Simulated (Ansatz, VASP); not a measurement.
One calculation of BaTe, two programs

```
CELL_PARAMETERS angstrom
0.06394 3.41000 3.41000
3.47394 0.00000 3.47394
3.41000 3.41000 0.06394
ATOMIC_POSITIONS crystal
Ba 0.00000 0.00000 0.00000
Te 0.50000 0.50000 0.50000
```

Change from the starting cell: strain +0.0375 x Voigt [0, 0, 0, 0, 1, 0], atoms carried along.

Alike in both runs: task single point; functional r2SCAN; k mesh 8 × 8 × 8; occupations gaussian, width 0.05 eV; no spin polarisation.

|  | VASP | Ansatz |
| --- | --- | --- |
| version | VASP 6.6.1 | Ansatz 0.2.0 |
| potentials or method | VASP PAW PBE potentials, release 64 (Ba_sv, Te) | scalar-relativistic, plane waves, PAW |
| plane-wave cutoff (eV) | 520 | 500 |
| valence electrons in the cell | 16 | 26 |

|  | VASP | Ansatz | Ansatz less VASP |
| --- | --- | --- | --- |
| gap on the k mesh at the Fermi level (eV) | 1.61 | 1.71 | +0.096 |
| least direct gap on the mesh (eV) | 1.98 | 2.04 | +0.060 |
| pressure (GPa) | 4.5 | 4.0 | -0.46 |
| largest component of the traceless stress (GPa) | 0.39 | 0.40 | +0.002 |

The two sets of potentials don't hold the same shells in valence.

Caveats: the PAW data sets were made with another functional, which shifts forces and pressure a little (VASP); spin-orbit coupling is left out, which moves the levels of the heavy elements. A k mesh can miss the band edges.
